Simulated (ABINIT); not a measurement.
The system is Ge.

```
Ge
1.0
    -2.49590    2.65086    1.43695
     2.49590   -2.65086    1.43695
     2.49590    2.65086   -1.43695
Ge
2
Direct
  0.31406 0.06406 0.25000
  0.68594 0.93594 0.75000
```

This isn't the form of Ge at room conditions, which is diamond.

| Property | Result |
| --- | --- |
| Program | ABINIT 10.8.3 (patched build) |
| Task | relaxation of cell and atoms |
| Functional | PBE |
| Potentials or basis | JTH PAW PBE v2.0 |
| Cutoff | 599 eV |
| k mesh | 6 × 6 × 6 |
| Occupations | fermi-dirac, width 0.05 eV |
| Spin | no spin polarisation |

At the start: pressure 2.1 GPa; volume 19.01 Å³/atom.

Where does the relaxation end?

Over 5 steps the energy falls by 10.5 meV/atom and the volume is 19.58 Å³/atom (+3.0 %); space group Imma (No. 74, to 0.05 Å).

The path:
```
step  energy change (eV)  largest force (eV/Å)  pressure (GPa)  volume (Å³)
   1              0.0000                0.0195            2.10        38.03
   2             -0.0076                0.0056            1.68        38.23
   3             -0.0211                0.0179            0.15        39.03
   4             -0.0214                0.0168           -0.03        39.13
   5             -0.0210                0.0160           -0.08        39.16
```

Final structure:
```
CELL_PARAMETERS angstrom
-2.50208 2.73054 1.43282
2.50208 -2.73054 1.43282
2.50208 2.73054 -1.43282
ATOMIC_POSITIONS crystal
Ge 0.31409 0.06409 0.25000
Ge 0.68591 0.93591 0.75000
```

Caveat: the k mesh is coarse (spacing up to 0.42 Å⁻¹), so the values aren't converged; the log and the count of SCF iterations are those of the last ABINIT call alone.
